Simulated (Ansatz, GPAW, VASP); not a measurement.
# One calculation of Si, 3 ways

```
Si
1.0
     0.00000    2.72185    2.72185
     2.72185    0.00000    2.72185
     2.72185    2.72185    0.00000
Si
2
Direct
  0.50000 0.50000 0.50000
  0.75000 0.75000 0.75000
```

Alike in all runs: task single point; functional PBE; k mesh 8 × 8 × 8; occupations gaussian, width 0.024 eV; no spin polarisation; no spin-orbit coupling. Pressure is positive in compression and, in plane waves, holds the error of the finite cutoff.

```tsv
program and potentials	plane-wave cutoff (eV)	notes	band gap (eV)	pressure (GPa)
Ansatz, all-electron LAPW, scalar-relativistic	-	-	0.63	1.31
VASP, PBE PAW files Si, 520 eV	520	-	?	?
GPAW, GPAW PAW data sets (gpaw-data 1.2.1)	600	-	0.62	1.61
```

Task: Estimate from the other rows what the run with VASP, PBE PAW files Si, 520 eV gave.

Result: Band gap 0.63 eV; pressure 1.26 GPa. The other rows, which needn't bracket it: band gap 0.62 to 0.63; pressure 1.31 to 1.61.
